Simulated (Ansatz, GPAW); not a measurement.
# Geometry or basis: what sets the conductance of a Na chain with a C atom bridging one bond

Wanted: T(E) of a Na chain with a C atom bridging one bond at a relaxed geometry in two programs, beside the unrelaxed structure.

Program: GPAW 26.7.0 and Ansatz 0.2.0. Level of theory: Ansatz plane waves; relaxation of the junction with the lead ends held; PAW set soft_1, in the first sound run; inputs show where later runs differ. Results are calculated unless marked as measured.

## Step 1: Set-up

The cell holds 15 atoms: 14 Na and 1 C. Its edges and angles: a = 9.000 Å, b = 9.000 Å, c = 46.400 Å, α = 90.0°, β = 90.0°, γ = 90.0°. Regions: left lead, 7 atoms (7 Na); channel, 1 atom (1 C); right lead, 7 atoms (7 Na). Vacuum lies along a and b. The structure is stacked along c, and the current runs across the ab planes.

## Step 2: Relaxation

Transmission follows bond lengths closely, so the atoms between the held lead ends are relaxed first, from a slightly shaken start that lets symmetry break.

input.yaml reads:

```yaml
crystal:
  lattice:
    - [9.0, 0.0, 0.0]
    - [0.0, 9.0, 0.0]
    - [0.0, 0.0, 46.4]
  atoms:
    - { symbol: Na, position: [0.5, 0.5, 0.0355603448] }
    - { symbol: Na, position: [0.5, 0.5, 0.1066810345] }
    - { symbol: Na, position: [0.5, 0.5, 0.1778017241] }
    - { symbol: Na, position: [0.5, 0.5, 0.2489224138] }
    - { symbol: Na, position: [0.5, 0.5, 0.3200431034] }
    - { symbol: Na, position: [0.4952304233, 0.4968781743, 0.3914184946] }
    - { symbol: Na, position: [0.4982530446, 0.501752054, 0.4628064592] }
    - { symbol: C, position: [0.6328536687, 0.5033902126, 0.4996148823] }
    - { symbol: Na, position: [0.5069802833, 0.5024289631, 0.5373670327] }
    - { symbol: Na, position: [0.500671626, 0.5007165931, 0.6090492574] }
    - { symbol: Na, position: [0.5, 0.5, 0.6799568966] }
    - { symbol: Na, position: [0.5, 0.5, 0.7510775862] }
    - { symbol: Na, position: [0.5, 0.5, 0.8221982759] }
    - { symbol: Na, position: [0.5, 0.5, 0.8933189655] }
    - { symbol: Na, position: [0.5, 0.5, 0.9644396552] }
kpoints:
  mp_grid: { grid: [1, 1, 2] }
hamiltonian:
  xc: pbe
  pseudopotentials: { kind: paw, azcp: { folder: soft_1 } }
scf:
  occupations: { method: fermi_dirac, width: 0.1 }
relax:
  f_tol: 0.03
  max_steps: 80
  constraints: [{ sites: [0, 1, 2, 3, 4, 10, 11, 12, 13, 14] }]
```

Started as:

```bash
$ ansatz run input.yaml --threads 4 --pin off --max-ram 8192MiB --backend cpu --events-out ev --progress --plain --runs-dir out
```

Numbers of over 12 decimals in the logs are rounded to 6 here.

The program printed:

```text
Engine: ansatz 0.2.0, aarch64-unknown-linux-gnu
Pseudopotentials: kind: paw
Pseudopotential: Na, paw, valence charge 9, recommended cutoff 420 eV (normal), soft_1/Na.paw.azcp
Pseudopotential: C, paw, valence charge 4, recommended cutoff 420 eV (normal), soft_1/C.paw.azcp
Functional definition: PBE
  parameter kappa = 0.804
  parameter beta = 0.066725
  exchange = pbe_x(kappa = kappa, mu = beta*pi^2/3)
  correlation = pbe_c(beta = beta)
Crystal: 15 atoms, lattice volume = 3758.400 Å³
Basis set: ecut = 420 eV, 73327 PW (Γ), exchange–correlation on 128×128×640 points (8 copies of the dense FFT grid, shifted against one another)
Bands: 80, of which v1, the nominal top of the filled ones, is band 65 counted from 1 (64 counted from 0)
Symmetry: 1 space group operations
Space group: P1 (ITA 1), of the structure as read, at distance tolerance 1.6e-4 Å
k-points: 2
Non-local potential: Na, projectors of the file, l = 0: 3, l = 1: 2, l = 2: 1
Non-local potential: C, projectors of the file, l = 0: 2, l = 1: 2, l = 2: 1
PAW form: soft (Blöchl's): semilocal exchange-correlation on the pseudo side does not see the compensation charge
PAW one-centre angular grid: Na, 110 points (default); XC on 64 Gauss nodes
PAW one-centre angular grid: C, 110 points (default); XC on 64 Gauss nodes
Initial density: superposition of atomic densities (neutral atoms: chi_scale 0, normalization atom)
Initial wavefunctions: pseudopotential atomic-orbital guess
Functional: x = pbe(κ = 0.804, μ = 0.219515), c = pbe(β = 0.066725)
SCF iter   1: F=—  HF=-21057.036879 eV  |F-HF|=—  |Δ(HF+E_count)|=         —  Δρ=2.34e-2  dr2=9.55e1  ethr=3.10e-3  ⟨swp⟩=19.5  Hψ=772  notcnv=0
preconditioner: auto → LDOS  [metal: Δε(μ)=0.150 eV  Ē_g=3.169 eV  σ=0.100 eV  W_gap=0.36  n_scr=218 (ndim 8)  ℏωp=2.4 eV  f_vac=0.631  D(μ)=10.56/eV (n_scr^D=22)  β→1.0]
SCF iter   2: F=—  HF=-21125.697303 eV  |F-HF|=—  |Δ(HF+E_count)|=    6.87e1  Δρ=3.99e-2  dr2=3.97e2  ethr=3.10e-3  ⟨swp⟩=18.0  Hψ=916  notcnv=0  defer=1  recentre
SCF iter   3: F=—  HF=-21052.315859 eV  |F-HF|=—  |Δ(HF+E_count)|=    7.34e1  Δρ=2.00e-2  dr2=7.98e1  ethr=3.10e-3  ⟨swp⟩=6.0  Hψ=505  notcnv=0
SCF iter   4: F=—  HF=-21048.452263 eV  |F-HF|=—  |Δ(HF+E_count)|=    3.86e0  Δρ=1.16e-2  dr2=5.55e1  ethr=3.10e-3  ⟨swp⟩=7.5  Hψ=425  notcnv=0
SCF iter   5: F=—  HF=-21048.661543 eV  |F-HF|=—  |Δ(HF+E_count)|=   2.09e-1  Δρ=1.28e-2  dr2=5.72e1  ethr=3.10e-3  ⟨swp⟩=1.0  Hψ=184  notcnv=0
SCF iter   6: F=—  HF=-21046.400324 eV  |F-HF|=—  |Δ(HF+E_count)|=    2.26e0  Δρ=2.81e-3  dr2=1.84e0  ethr=3.10e-3  ⟨swp⟩=4.0  Hψ=243  notcnv=0
SCF iter   7: F=—  HF=-21047.276918 eV  |F-HF|=—  |Δ(HF+E_count)|=   8.77e-1  Δρ=1.15e-2  dr2=4.14e1  ethr=1.42e-3  ⟨swp⟩=6.5  Hψ=328  notcnv=0  recentre
SCF iter   8: F=—  HF=-21047.498074 eV  |F-HF|=—  |Δ(HF+E_count)|=   2.21e-1  Δρ=1.37e-2  dr2=5.00e1  ethr=1.42e-3  ⟨swp⟩=5.0  Hψ=268  notcnv=0  defer=1
SCF iter   9: F=—  HF=-21047.182059 eV  |F-HF|=—  |Δ(HF+E_count)|=   3.16e-1  Δρ=1.25e-2  dr2=4.08e1  ethr=1.42e-3  ⟨swp⟩=1.0  Hψ=172  notcnv=0
SCF iter  10: F=—  HF=-21046.245734 eV  |F-HF|=—  |Δ(HF+E_count)|=   9.36e-1  Δρ=1.63e-3  dr2=1.02e0  ethr=1.42e-3  ⟨swp⟩=3.0  Hψ=211  notcnv=0
SCF iter  11: F=—  HF=-21046.230639 eV  |F-HF|=—  |Δ(HF+E_count)|=   1.51e-2  Δρ=1.20e-3  dr2=5.19e-1  ethr=7.88e-4  ⟨swp⟩=1.0  Hψ=184  notcnv=0
SCF iter  12: F=—  HF=-21046.222768 eV  |F-HF|=—  |Δ(HF+E_count)|=   7.87e-3  Δρ=8.15e-4  dr2=1.72e-1  ethr=3.99e-4  ⟨swp⟩=1.0  Hψ=160  notcnv=0
SCF iter  13: F=—  HF=-21046.222034 eV  |F-HF|=—  |Δ(HF+E_count)|=   7.35e-4  Δρ=5.44e-4  dr2=5.36e-2  ethr=1.32e-4  ⟨swp⟩=1.5  Hψ=161  notcnv=0
SCF iter  14: F=—  HF=-21046.221481 eV  |F-HF|=—  |Δ(HF+E_count)|=   5.53e-4  Δρ=2.14e-4  dr2=6.18e-3  ethr=4.12e-5  ⟨swp⟩=1.0  Hψ=160  notcnv=0
SCF iter  15: F=—  HF=-21046.221385 eV  |F-HF|=—  |Δ(HF+E_count)|=   9.55e-5  Δρ=1.14e-4  dr2=2.51e-3  ethr=4.76e-6  ⟨swp⟩=2.0  Hψ=164  notcnv=0
SCF iter  16: F=—  HF=-21046.221409 eV  |F-HF|=—  |Δ(HF+E_count)|=   2.39e-5  Δρ=1.27e-4  dr2=3.54e-3  ethr=1.93e-6  ⟨swp⟩=1.0  Hψ=160  notcnv=0
SCF iter  17: F=—  HF=-21046.221380 eV  |F-HF|=—  |Δ(HF+E_count)|=   2.92e-5  Δρ=8.36e-5  dr2=1.40e-3  ethr=1.93e-6  ⟨swp⟩=1.0  Hψ=160  notcnv=0
SCF iter  18: F=—  HF=-21046.221358 eV  |F-HF|=—  |Δ(HF+E_count)|=   2.25e-5  Δρ=1.44e-5  dr2=2.66e-5  ethr=1.07e-6  ⟨swp⟩=1.0  Hψ=160  notcnv=0
SCF iter  19: F=-21046.221357 eV  HF=-21046.221357 eV  |F-HF|=2.25e-7  |Δ(HF+E_count)|=   2.91e-7  Δρ=3.02e-6  dr2=6.46e-7  ethr=1.73e-8  ⟨swp⟩=4.5  Hψ=429  notcnv=0
SCF 1 converged in 19 iterations: F = -21046.221357 eV  dr2 = 6.46e-7
  greatest PAW one-centre occupation: 0.999 electrons in one spin orbital (limit 2), on the Na atom at site 8 (counted from 0), in its partial waves of l = 0
relax step   1: F+E_penalty+E_count = -21046.22135699 eV  Δ(F+E_penalty+E_count) = +0.000e0 eV  max|allowed force component| = 1.669e0 eV/Å  Δτ_max = 0.0000 Å  (19 SCF iters, dr2 threshold 2.25e-5 eV, accepted)
Initial density: handed on by an earlier stage of this run
Initial wavefunctions: those handed on with the density
SCF iter   1: F=—  HF=-21046.558112 eV  |F-HF|=—  |Δ(HF+E_count)|=         —  Δρ=4.68e-3  dr2=5.59e0  ethr=3.10e-3  ⟨swp⟩=4.0  Hψ=271  notcnv=0
preconditioner: auto → LDOS  [metal: Δε(μ)=0.107 eV  Ē_g=1.877 eV  σ=0.100 eV  W_gap=0.26  n_scr=218 (ndim 8)  ℏωp=2.4 eV  f_vac=0.665  D(μ)=14.83/eV (n_scr^D=40)  β→1.0]
SCF iter   2: F=—  HF=-21046.451581 eV  |F-HF|=—  |Δ(HF+E_count)|=   1.07e-1  Δρ=1.66e-3  dr2=7.43e-2  ethr=3.10e-3  ⟨swp⟩=1.0  Hψ=184  notcnv=0
SCF iter   3: F=—  HF=-21046.460353 eV  |F-HF|=—  |Δ(HF+E_count)|=   8.77e-3  Δρ=6.64e-4  dr2=3.93e-2  ethr=5.71e-5  ⟨swp⟩=2.0  Hψ=180  notcnv=0
SCF iter   4: F=—  HF=-21046.463077 eV  |F-HF|=—  |Δ(HF+E_count)|=   2.72e-3  Δρ=2.69e-4  dr2=5.68e-3  ethr=3.02e-5  ⟨swp⟩=1.0  Hψ=160  notcnv=0
SCF iter   5: F=—  HF=-21046.464397 eV  |F-HF|=—  |Δ(HF+E_count)|=   1.32e-3  Δρ=1.58e-4  dr2=1.55e-3  ethr=4.37e-6  ⟨swp⟩=2.0  Hψ=181  notcnv=0
SCF iter   6: F=—  HF=-21046.464810 eV  |F-HF|=—  |Δ(HF+E_count)|=   4.13e-4  Δρ=1.26e-4  dr2=1.70e-3  ethr=1.19e-6  ⟨swp⟩=2.0  Hψ=181  notcnv=0
SCF iter   7: F=—  HF=-21046.464888 eV  |F-HF|=—  |Δ(HF+E_count)|=   7.77e-5  Δρ=4.18e-5  dr2=3.24e-4  ethr=1.19e-6  ⟨swp⟩=2.0  Hψ=180  notcnv=0
SCF iter   8: F=-21046.464945 eV  HF=-21046.464963 eV  |F-HF|=1.80e-5  |Δ(HF+E_count)|=   7.50e-5  Δρ=1.62e-5  dr2=4.30e-5  ethr=7.69e-8  ⟨swp⟩=3.5  Hψ=494  notcnv=0
SCF 2 converged in 8 iterations: F = -21046.464945 eV  dr2 = 4.30e-5
[...]
relax step  14: F+E_penalty+E_count = -21047.46479802 eV  Δ(F+E_penalty+E_count) = -1.955e-1 eV  max|allowed force component| = 5.576e-1 eV/Å  Δτ_max = 0.1949 Å  (7 SCF iters, dr2 threshold 1.00e-4 eV, accepted)
relax step  15: F+E_penalty+E_count = -21047.62508114 eV  Δ(F+E_penalty+E_count) = -1.603e-1 eV  max|allowed force component| = 3.235e-1 eV/Å  Δτ_max = 0.1932 Å  (7 SCF iters, dr2 threshold 1.00e-4 eV, accepted)
relax step  16: F+E_penalty+E_count = -21047.63892529 eV  Δ(F+E_penalty+E_count) = -1.384e-2 eV  max|allowed force component| = 4.206e-1 eV/Å  Δτ_max = 0.1948 Å  (7 SCF iters, dr2 threshold 3.52e-5 eV, accepted)
relax step  17: F+E_penalty+E_count = -21047.67066983 eV  Δ(F+E_penalty+E_count) = -3.174e-2 eV  max|allowed force component| = 1.599e-2 eV/Å  Δτ_max = 0.1316 Å  (7 SCF iters, dr2 threshold 5.96e-5 eV, accepted)
relax step  18: F+E_penalty+E_count = -21047.67067550 eV  Δ(F+E_penalty+E_count) = -5.663e-6 eV  max|allowed force component| = 1.570e-2 eV/Å  Δτ_max = 0.0000 Å  (6 SCF iters, accepted)
relax step  19: F+E_penalty+E_count = -21047.67297025 eV  Δ(F+E_penalty+E_count) = -2.295e-3 eV  max|allowed force component| = 3.533e-2 eV/Å  Δτ_max = 0.1012 Å  (11 SCF iters, accepted)
relax step  20: F+E_penalty+E_count = -21047.67712362 eV  Δ(F+E_penalty+E_count) = -4.153e-3 eV  max|allowed force component| = 5.727e-2 eV/Å  Δτ_max = 0.1952 Å  (11 SCF iters, dr2 threshold 1.20e-6 eV, accepted)
relax step  21: F+E_penalty+E_count = -21047.68127152 eV  Δ(F+E_penalty+E_count) = -4.148e-3 eV  max|allowed force component| = 7.577e-2 eV/Å  Δτ_max = 0.1950 Å  (8 SCF iters, dr2 threshold 3.28e-6 eV, accepted)
relax step  22: F+E_penalty+E_count = -21047.68497008 eV  Δ(F+E_penalty+E_count) = -3.699e-3 eV  max|allowed force component| = 1.060e-1 eV/Å  Δτ_max = 0.1952 Å  (8 SCF iters, dr2 threshold 5.74e-6 eV, accepted)
relax step  23: F+E_penalty+E_count = -21047.68750518 eV  Δ(F+E_penalty+E_count) = -2.535e-3 eV  max|allowed force component| = 1.039e-1 eV/Å  Δτ_max = 0.1429 Å  (8 SCF iters, dr2 threshold 1.12e-5 eV, accepted)
relax step  24: F+E_penalty+E_count = -21047.69030011 eV  Δ(F+E_penalty+E_count) = -2.795e-3 eV  max|allowed force component| = 7.753e-2 eV/Å  Δτ_max = 0.1353 Å  (8 SCF iters, dr2 threshold 1.04e-5 eV, accepted)
relax step  25: F+E_penalty+E_count = -21047.69303518 eV  Δ(F+E_penalty+E_count) = -2.735e-3 eV  max|allowed force component| = 5.046e-2 eV/Å  Δτ_max = 0.1912 Å  (8 SCF iters, dr2 threshold 3.35e-6 eV, accepted)
relax step  26: F+E_penalty+E_count = -21047.69430838 eV  Δ(F+E_penalty+E_count) = -1.273e-3 eV  max|allowed force component| = 2.034e-2 eV/Å  Δτ_max = 0.1367 Å  (9 SCF iters, dr2 threshold 1.08e-6 eV, accepted)
relax step  27: F+E_penalty+E_count = -21047.69430920 eV  Δ(F+E_penalty+E_count) = -8.159e-7 eV  max|allowed force component| = 2.056e-2 eV/Å  Δτ_max = 0.0000 Å  (4 SCF iters, accepted)
relax step  28: F+E_penalty+E_count = -21047.69460322 eV  Δ(F+E_penalty+E_count) = -2.940e-4 eV  max|allowed force component| = 5.151e-3 eV/Å  Δτ_max = 0.0513 Å  (9 SCF iters, accepted)
SCF iter   1: F=—  HF=-21047.696589 eV  |F-HF|=—  |Δ(HF+E_count)|=         —  Δρ=5.26e-4  dr2=1.28e-2  ethr=1.61e-4  ⟨swp⟩=3.0  Hψ=269  notcnv=0
preconditioner: auto → LDOS  [metal: Δε(μ)=0.054 eV  Ē_g=1.869 eV  σ=0.100 eV  W_gap=0.13  n_scr=218 (ndim 8)  ℏωp=2.4 eV  f_vac=0.659  D(μ)=14.84/eV (n_scr^D=40)  β→1.0]
SCF iter   2: F=—  HF=-21047.694136 eV  |F-HF|=—  |Δ(HF+E_count)|=   2.45e-3  Δρ=2.43e-4  dr2=3.15e-3  ethr=9.83e-6  ⟨swp⟩=2.0  Hψ=205  notcnv=0
SCF iter   3: F=—  HF=-21047.694366 eV  |F-HF|=—  |Δ(HF+E_count)|=   2.31e-4  Δρ=1.62e-4  dr2=1.53e-3  ethr=2.43e-6  ⟨swp⟩=2.0  Hψ=185  notcnv=0
SCF iter   4: F=—  HF=-21047.694583 eV  |F-HF|=—  |Δ(HF+E_count)|=   2.16e-4  Δρ=7.65e-5  dr2=3.39e-4  ethr=1.18e-6  ⟨swp⟩=2.0  Hψ=181  notcnv=0
SCF iter   5: F=—  HF=-21047.694827 eV  |F-HF|=—  |Δ(HF+E_count)|=   2.45e-4  Δρ=5.90e-5  dr2=1.37e-4  ethr=2.60e-7  ⟨swp⟩=2.0  Hψ=187  notcnv=0
SCF iter   6: F=—  HF=-21047.694851 eV  |F-HF|=—  |Δ(HF+E_count)|=   2.35e-5  Δρ=1.40e-5  dr2=1.09e-5  ethr=1.05e-7  ⟨swp⟩=2.0  Hψ=187  notcnv=0
SCF iter   7: F=—  HF=-21047.694826 eV  |F-HF|=—  |Δ(HF+E_count)|=   2.48e-5  Δρ=6.50e-6  dr2=2.67e-6  ethr=8.40e-9  ⟨swp⟩=2.0  Hψ=201  notcnv=0
SCF iter   8: F=—  HF=-21047.694827 eV  |F-HF|=—  |Δ(HF+E_count)|=   7.81e-7  Δρ=3.78e-6  dr2=8.55e-7  ethr=2.05e-9  ⟨swp⟩=2.0  Hψ=201  notcnv=0
SCF iter   9: F=—  HF=-21047.694827 eV  |F-HF|=—  |Δ(HF+E_count)|=   3.15e-7  Δρ=1.96e-6  dr2=3.64e-7  ethr=6.58e-10  ⟨swp⟩=2.0  Hψ=275  notcnv=0
SCF iter  10: F=-21047.694827 eV  HF=-21047.694827 eV  |F-HF|=1.60e-8  |Δ(HF+E_count)|=   4.18e-8  Δρ=7.48e-7  dr2=4.20e-8  ethr=7.69e-11  ⟨swp⟩=4.0  Hψ=598  notcnv=0
SCF 29 converged in 10 iterations: F = -21047.694827 eV  dr2 = 4.20e-8
relax step  29: F+E_penalty+E_count = -21047.69482717 eV  Δ(F+E_penalty+E_count) = -2.239e-4 eV  max|allowed force component| = 4.450e-3 eV/Å  Δτ_max = 0.0727 Å  (10 SCF iters, accepted)
SCF converged after 10 iterations
Free energy (F): -21047.694827 eV
Harris-Foulkes:  -21047.694827 eV  (|F-HF|=1.60e-8)
Internal energy: -21047.216796 eV  (E = F + TS)
E sigma→0 (E₀):  -21047.455812 eV
Entropy (-TS):   -0.478031 eV (-31.869 meV/atom)
Fermi energy:    -2.288331 eV
--- Per-component energies (eV) ---
  E_band       = -3935.844099
  E_kinetic    = 1653.609709
  E_local      = -32339.914822  (includes V_loc(G=0)·N_el)
  E_nonlocal   = 3918.431117
  E_hartree    = 12461.085072
  E_xc         = -541.995811
  E_vxc        = -693.178729  (∫ρ·V_xc dr)
  E_paw        = -4208.855280  (= ΣΔE_a)
  E_vpaw       = -1396.955392  (= ΣTr[D̂ρ^β])
  E_aug_tail   = 0.000242  (compensation charges beyond the density's cutoff)
  E_ewald      = -1989.577022
  E_smearing   = -0.478031  (= −TS)
  E_closure    = -0.000000  (closes the sum)
  Σ components = -21047.694827   (vs F -21047.694827, Δ=0.00e0)
--- Forces (eV/Å), atoms counted from 1 ---
  atom   1  Na     0.00000096    -0.00000116    -0.00703262
  atom   2  Na    -0.00000367     0.00000392     0.01468048
  atom   3  Na    -0.00007300     0.00012082    -0.03072514
  atom   4  Na     0.00101742    -0.00141192     0.06600994
  atom   5  Na    -0.00063835    -0.00162545     0.10758766
  atom   6  Na    -0.00084345     0.00378288     0.00192147
  atom   7  Na    -0.00444991     0.00198303    -0.00003233
  atom   8  C      0.00387589    -0.00261688     0.00178692
  atom   9  Na     0.00059196     0.00172948    -0.00077826
  atom  10  Na     0.00007034     0.00061476    -0.00218382
  atom  11  Na     0.00068695    -0.00254331    -0.15925789
  atom  12  Na    -0.00022587    -0.00005300     0.00793760
  atom  13  Na     0.00002542     0.00005184    -0.00259273
  atom  14  Na     0.00000003    -0.00000327    -0.00032341
  atom  15  Na    -0.00000018    -0.00000007     0.00301667
  max |Σ_I F_I| component: 3.45e-5 eV/Å
--- Relaxed structure (29 steps of the walk, 29 accepted, 0 SCFs on fresh bases) ---
  F+E_penalty+E_count = -21047.69482717 eV   max|allowed force component| = 4.450e-3 eV/Å
  atoms:
    - { symbol: Na, position: [0.5, 0.5, 0.0355603448] }
    - { symbol: Na, position: [0.5, 0.5, 0.1066810345] }
    - { symbol: Na, position: [0.5, 0.5, 0.1778017241] }
    - { symbol: Na, position: [0.5, 0.5, 0.2489224138] }
    - { symbol: Na, position: [0.5, 0.5, 0.3200431034] }
    - { symbol: Na, position: [0.515498, 0.470922, 0.415787] }
    - { symbol: Na, position: [0.298730, 0.698346, 0.466669] }
    - { symbol: C, position: [0.479181, 0.507453, 0.465589] }
    - { symbol: Na, position: [0.519467, 0.465603, 0.515268] }
    - { symbol: Na, position: [0.496729, 0.494491, 0.603008] }
    - { symbol: Na, position: [0.5, 0.5, 0.6799568966] }
    - { symbol: Na, position: [0.5, 0.5, 0.751078] }
    - { symbol: Na, position: [0.5, 0.5, 0.8221982759] }
    - { symbol: Na, position: [0.5, 0.5, 0.8933189655] }
    - { symbol: Na, position: [0.5, 0.5, 0.964440] }
```

Elapsed: 5.1 min, on 4 threads of Arm Neoverse V1, shared host; peak memory 3.3 GiB; 20 min of CPU time.

The steps of the relaxation (22 of 29):

| step | energy less that of the first step (eV) | largest force component (eV/Å) |
| --- | --- | --- |
| 1 | 0.0000 | 1.6694 |
| 2 | -0.2436 | 0.8399 |
| 4 | -0.3699 | 0.0339 |
| 5 | -0.3899 | 0.0609 |
| 6 | -0.4180 | 0.1288 |
| 8 | -0.5154 | 0.1742 |
| 9 | -0.5765 | 0.1999 |
| 10 | -0.6460 | 0.2178 |
| 12 | -0.8464 | 0.4075 |
| 13 | -1.0479 | 0.5437 |
| 14 | -1.2434 | 0.5576 |
| 16 | -1.4176 | 0.4206 |
| 17 | -1.4493 | 0.0160 |
| 18 | -1.4493 | 0.0157 |
| 20 | -1.4558 | 0.0573 |
| 21 | -1.4599 | 0.0758 |
| 22 | -1.4636 | 0.1060 |
| 24 | -1.4689 | 0.0775 |
| 25 | -1.4717 | 0.0505 |
| 26 | -1.4730 | 0.0203 |
| 28 | -1.4732 | 0.0052 |
| 29 | -1.4735 | 0.0044 |

The atoms that moved most (Å):

| atom | dx | dy | dz | length |
| --- | --- | --- | --- | --- |
| Na7 | -1.796 | 1.769 | 0.179 | 2.527 |
| C8 | -1.383 | 0.037 | -1.579 | 2.099 |
| Na6 | 0.182 | -0.234 | 1.131 | 1.169 |
| Na9 | 0.112 | -0.331 | -1.025 | 1.083 |
| Na10 | -0.035 | -0.056 | -0.280 | 0.288 |

This step gave:

```
free energy         : -21047.6948 eV
smearing term TS    : 0.4780 eV
symmetry operations : 1
```

The relaxation lowered the energy of the cell by 1.47 eV.

(Part 1 of 4 ends here.)

[Logs are printed without paths, hosts, clocks, repeated set-up lines and the standing remarks that a program may print on its own settings, such as how far it seeks lower states.]

[Hosts, paths, dates, database ids (printed as entryN), source tags and the programs' standing remarks are cut or masked in the printed files.]
